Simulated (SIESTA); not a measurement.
**MnS under changes of volume**

One of the cells (18.021 Å³/atom); the others are scaled copies at fixed shape and fractional positions:

```xyz
2
Lattice="0.0000 2.6217 2.6217 2.6217 0.0000 2.6217 2.6217 2.6217 0.0000" Properties=species:S:1:pos:R:3 pbc="T T T"
Mn    0.0000    0.0000    0.0000
S     2.6217    2.6217    2.6217
```

* Program: SIESTA 5.4.2
* Functional: PBEsol
* Potentials or basis: PseudoDojo 0.4 standard (PBEsol files)
* Basis: DZP (energy shift 0.003 Ry; two zetas on semicore shells)
* Grid cutoff: 800 Ry
* Energy shift: 0.003 Ry
* k mesh: 9 × 9 × 9
* Occupations: fermi-dirac, width 0.05 eV
* Spin: collinear spin, ferromagnetic start
* Starting moments: [4.0, 0.0] μB

```csv
volume (Å³/atom),energy over the lowest point (meV/atom),pressure (GPa),moment (μB per cell)
16.607,0.00,-3.3,4.57
16.961,7.87,-4.2,4.64
17.314,18.15,-5.3,4.70
18.021,44.80,-6.9,4.79
18.374,60.91,-7.8,4.83
18.727,?,?,?
```

Problem. What does the run at 18.727 Å³/atom give?

Solution. Energy over the lowest point 78.65 meV/atom; pressure -8.4 GPa; moment 4.86 μB per cell.

Worked out: A Birch-Murnaghan fit of order 3 (a polynomial in V^(-2/3)) to the other rows has no minimum within the range. It gives 78.61 meV/atom at 18.727 Å³/atom, against the run's 78.65, and -dE/dV = -8.4 GPa, against -8.4. A parabola through the other rows of the moment, of slope 0.0644 μB per Å³/atom there, extrapolates to 4.86 μB, against the run's 4.86.

Energies are extrapolated to zero smearing.

Caveats: short orbitals over semicore shells can move pressures by several GPa; the basis of atomic orbitals isn't converged, which shifts pressures, moduli and gaps; a cell with one magnetic atom can't hold antiferromagnetic order, which such compounds often take.
